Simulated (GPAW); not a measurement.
Something may be wrong with this GPAW 26.7.0 calculation of SnTe.

The input run.py:

```python
from ase.dft.bandgap import bandgap
from ase.io import read, write
from ase.units import Bohr, GPa
from gpaw import GPAW, PW, setup_paths
from gpaw.elf import elf_from_dft_calculation

setup_paths.insert(0, '.')

atoms = read('SnTe.xyz')

calc = GPAW(mode=PW(600),
            xc='GGA_X_B88+GGA_C_P86',
            kpts={'size': (4, 4, 4), 'gamma': True},
            occupations={'name': 'fermi-dirac', 'width': 0.05},
            nbands=19,
            convergence={'density': 1e-05, 'energy': 1e-05},
            maxiter=6,
            txt='gpaw.txt')
atoms.calc = calc
energy = atoms.get_potential_energy()
forces = atoms.get_forces()
stress = atoms.get_stress()
calc.write('gs.gpw')
write('result.traj', atoms)
print(f'Energy: {energy:.6f} eV')
print('Forces (eV/A):')
print(forces.round(4))
print('Stress (GPa):', (stress / GPa).round(3))
print('Fermi level:', round(calc.get_fermi_level(), 4), 'eV')
print(f'Gap: {bandgap(calc)[0]:.4f} eV, direct: {bandgap(calc, direct=True)[0]:.4f} eV')

# fields on the real-space grid
write('density.cube', atoms, data=calc.get_pseudo_density() * Bohr**3)
write('potential.cube', atoms, data=calc.get_electrostatic_potential())
write('elf.cube', atoms, data=elf_from_dft_calculation(calc).data)
```

The input SnTe.xyz:

```xyz
2
Lattice="3.7176294700 0.0606418300 0.0361227700 0.0606418300 3.9808603000 -0.0272293400 0.0361227700 -0.0272293400 3.9457302400" Properties=species:S:1:pos:R:3 pbc="T T T"
Sn     0.0999514530      0.0156490223      3.8680962212
Te     1.8433683520      1.9642580327      2.0549458538
```

Potentials or basis: PAW data sets generated in the run's folder for this functional, pw.

Command:

```console
$ gpaw-setup -f GGA_X_B88+GGA_C_P86 Sn Te
$ OMP_NUM_THREADS=1 python run.py
```

gpaw.txt:

```text
__  _  _
 | _ |_)|_||  |
 |__||  | ||/\| - 26.7.0

Input parameters:
  mode=PW(ecut=600.0),
  convergence={'density': 1e-05, 'energy': 1e-05},
  kpts=MonkhorstPack(size=(4, 4, 4), gamma=True),
  maxiter=6,
  nbands=19,
  occupations=Occupations(name='fermi-dirac', width=0.05),
  xc=XC(name='GGA_X_B88+GGA_C_P86')

Diagonalizing LCAO Hamiltonian
Converting LCAO to pw mode

       Sn
             Te

Atoms  # Å, Bohr magnetons
|   | symbol |        x |        y |        z |    initial magnetic moments |
|---|--------|----------|----------|----------|-----------------------------|
| 0 |     Sn | 0.099951 | 0.015649 | 3.868096 | ( 0.0000,  0.0000,  0.0000) |
| 1 |     Te | 1.843368 | 1.964258 | 2.054946 | ( 0.0000,  0.0000,  0.0000) |

Unit cell  # Å
| periodic |        x |         y |         z |  lengths |    angles |
|----------|----------|-----------|-----------|----------|-----------|
|      yes | 3.717629 |  0.060642 |  0.036123 | 3.718299 | 90.779177 |
|      yes | 0.060642 |  3.980860 | -0.027229 | 3.981415 | 88.925393 |
|      yes | 0.036123 | -0.027229 |  3.945730 | 3.945990 | 88.196674 |

Number of symmetries: 1
[... 94 lines left out ...]
    |   5p |  4.000 |      -6.076 |    1.196 |
    |    s |        |      11.978 |    1.180 |
    |    p |        |      21.136 |    1.196 |
    |    d |        |       0.000 |    1.238 |

    Using partial waves for Te as LCAO basis

Reference energy: -352864.271946  # eV

eigensolver:
  PPCG
  Converge bands: occupied
  niter=2

density mixing:
  MSR1-Mixer
  Pratt-step length: 0.05
  Maximum mixing coefficient: 0.75
  Old densities: 10
  SVD Regularization: 0.005
  Good broyden scale: 1.0
  Trust region scale: 1.0
  Backstep threshold: 4.0
  History deletion threshold: 6.0
  Fourier metric: weight=20.0, sigma=0.015

occupation numbers:
  Fermi-Dirac:
    width: 0.0500  # eV

poisson solver:
  ecut: 4800.0  # eV

xc functional:
  name: GGA_X_B88+GGA_C_P86 with 2 nearest neighbor stencil

convergence criteria:
- Maximum integral of absolute [dens]ity change: 1e-05 electrons / valence electron
- Maximum [total energy] change in last 3 cyles: 1e-05 eV / valence electron
- Maximum integral of absolute [eigenst]ate change: 4e-08 eV^2 / valence electron
maximum number of iterations: 6

SCF iterations
|iter     | |      energy | eigst |  dens |
|---------|-|-------------|-------|-------|
|iter:   1| |   -6.921028 | -0.21 |       |
|iter:   2| |   -6.897032 | -2.31 | -1.40 |
|iter:   3| |   -6.832609 | -2.73 | -1.46 |
|iter:   4| |   -6.833823 | -4.15 | -2.02 |
|iter:   5| |   -6.834231 | -4.54 | -2.32 |
|iter:   6| |   -6.834244 | -5.87 | -3.23 |
```

On the terminal:

```text
Traceback (most recent call last):
  File "run.py", line 20, in <module>
  File "ase/atoms.py", line 1971, in get_potential_energy
  File "new/ase_interface.py", line 292, in get_potential_energy
  File "new/ase_interface.py", line 215, in calculate_property
  File "new/ase_interface.py", line 177, in iconverge
  File "new/calculation.py", line 252, in iconverge
  File "new/scf.py", line 130, in iterate
gpaw.KohnShamConvergenceError
```

Problem. What happened, and what is wrong with the input?

Solution. The run did not converge. The input holds a flaw that was put in on purpose: too few SCF iterations allowed.
